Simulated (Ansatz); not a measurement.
# TaN: the cost of one run

Computed with Ansatz 0.2.0 (DFT PBE, scalar-relativistic, plane waves, PAW, unless a step's input says otherwise).

1 further run of the same task is left out (set aside as unsound or not needed). Runs told in other sessions of the task aren't counted.

## Step 1: Starting point

Symmetry: P3m1, No. 156, trigonal system. Conventional cell: a = 3.143 Å, b = 3.143 Å, c = 5.032 Å, α = 90.00°, β = 90.00°, γ = 120.00°. Around Ta (site symmetry 3m) lie 3 N at 1.98 Å. N (site symmetry 3m) has 3 Ta at 1.98 Å in its first shell of neighbours.

Coordinates:

```cif
data_structure
_symmetry_space_group_name_H-M 'P 1'
_symmetry_Int_Tables_number 1
_cell_length_a 3.1433
_cell_length_b 3.1433
_cell_length_c 5.0324
_cell_angle_alpha 90.000
_cell_angle_beta 90.000
_cell_angle_gamma 120.000
_cell_volume 43.06
loop_
_atom_site_label
_atom_site_type_symbol
_atom_site_fract_x
_atom_site_fract_y
_atom_site_fract_z
_atom_site_occupancy
Ta1 Ta 0.33333 0.66667 0.80788 1
N1 N 0.66667 0.33333 0.64991 1
```

The cell was relaxed beforehand at this level, from a generated guess; it needn't be the stable form of this composition. At a tolerance of 0.02 Å it has space group P3m1 (No. 156); it has 21.53 Å³/atom, an uncorrected energy of +0.03 eV/atom over the elements.

## Step 2: Bands, states and charges

Contents of input.yaml:

```yaml
crystal:
  lattice:
    - [3.1432890615, 0.0, 0.0]
    - [-1.5716445308, 2.7221681787, 0.0]
    - [0.0, 0.0, 5.0323740314]
  atoms:
    - { symbol: Ta, position: [0.3333333333, 0.6666666667, 0.8078798455] }
    - { symbol: "N", position: [0.6666666667, 0.3333333333, 0.6499118545] }
basis:
  ecutwfc: 420
kpoints:
  mp_grid: { grid: [12, 12, 8] }
  band_path:
    path:
      - [[0.0, 0.0, 0.0], [0.5, 0.0, 0.0], [0.33333333, 0.33333333, 0.0], [0.0, 0.0, 0.0], [0.0, 0.0, 0.5], [0.5, 0.0, 0.5], [0.33333333, 0.33333333, 0.5], [0.0, 0.0, 0.5]]
      - [[0.5, 0.0, 0.5], [0.5, 0.0, 0.0]]
      - [[0.33333333, 0.33333333, 0.5], [0.33333333, 0.33333333, 0.0]]
    npoints: 14
hamiltonian:
  xc: pbe
scf:
  occupations: { method: gaussian, width: 0.02 }
  n_extra_bands: 6
output:
  forces: true
  stress: true
  eigenvalues: true
  populations: true
  dos: { projected: true, de: 0.02, nscf_kmesh: { grid: [18, 18, 12] } }
  bader: true
  write_density: true
  write_potential: true
  elf: true
  volumetric_format: npy
```

Started as:

```sh
> ansatz run input.yaml --threads 1 --pin off --max-ram 2560MiB --backend cpu --events-out ev --progress --plain --runs-dir out
```

Q: Estimate wall time and peak memory on 1 thread of AMD EPYC 7B13 (Zen 3), shared host.

About 46 s, with a peak of 0.44 GiB.
